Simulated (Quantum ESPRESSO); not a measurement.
Crystal: SiC (Moissanite).

```
Si C
1.0
     3.07600    0.00000    0.00000
    -1.53800    2.66389    0.00000
     0.00000    0.00000    5.04800
Si C
2 2
Direct
  0.66667 0.33333 0.50000
  0.33333 0.66667 0.00000
  0.66667 0.33333 0.88500
  0.33333 0.66667 0.38500
```

Base run:

* Program: Quantum ESPRESSO 7.5
* Functional: PBE
* Potentials or basis: PseudoDojo 0.4.1 SR PBE standard
* Cutoff: 1116 eV
* Density cutoff: 4463 eV
* k mesh: 6 × 6 × 4
* Occupations: fixed
* Spin: no spin polarisation

Its results: band gap on the k mesh, mean-field level 2.33 eV, indirect (least direct gap 4.08 eV).

After a change of settings the same cell gave: band gap on the k mesh, mean-field level 2.39 eV, indirect (least direct gap 3.90 eV). Which change was it?
A. k mesh from 6 × 6 × 4 to 5 × 5 × 3
B. k mesh from 6 × 6 × 4 to 2 × 2 × 2
C. functional from PBE to PBEsol; potentials or basis from PseudoDojo 0.4.1 SR PBE standard to PseudoDojo 0.4.1 SR PBEsol standard; cutoff from 1116 eV to 776 eV; density cutoff from 4463 eV to 3129 eV
D. k mesh from 6 × 6 × 4 to 4 × 4 × 3

B.

Caveats: some runs use coarse meshes.

Not every run made on this cell is shown here.
